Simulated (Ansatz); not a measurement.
System: rutile GeO2. Method: PBEsol-D3(BJ) (Ansatz, a first-principles code, PAW).

Run with plane-wave cutoff 520 eV, 8×8×12 k mesh (along the axes of the cell as run), Fermi–Dirac smearing 0.01 eV, scalar-relativistic PAW data made under PBE.

Computed at the level's own relaxed cell.

Q: Estimate the bulk modulus B0, equilibrium volume per atom, band gap and equilibrium lattice constant a that the calculation returns.

A: 
- bulk modulus B0: 232 GPa
- equilibrium volume per atom: 9.31 Å³/atom
- band gap: 1.72 eV (direct)
- equilibrium lattice constant a: 4.405 Å

Measured, for comparison: band gap 4.68 eV (temperature not stated, no zero-point or thermal correction, direct (forbidden), UV absorption; as tabulated in Mengle et al. (2019), arXiv:1905.10301); bulk modulus 251 GPa (room temperature, no zero-point or thermal correction, from measured elastic constants; as tabulated in Sevik and Bulutay (2007), arXiv:cond-mat/0610176); lattice constant a 4.397 Å (temperature not stated, no zero-point or thermal correction; as tabulated in Saito and Ono (2011), arXiv:1008.4998). Computed (rounded) less measured: bulk modulus -8 %, lattice constant a +0.2 %.

Note: the bulk modulus comes from volumes at which shape and atoms were relaxed.

Spin–orbit coupling is not included.

Static lattice: no zero-point or thermal effects.
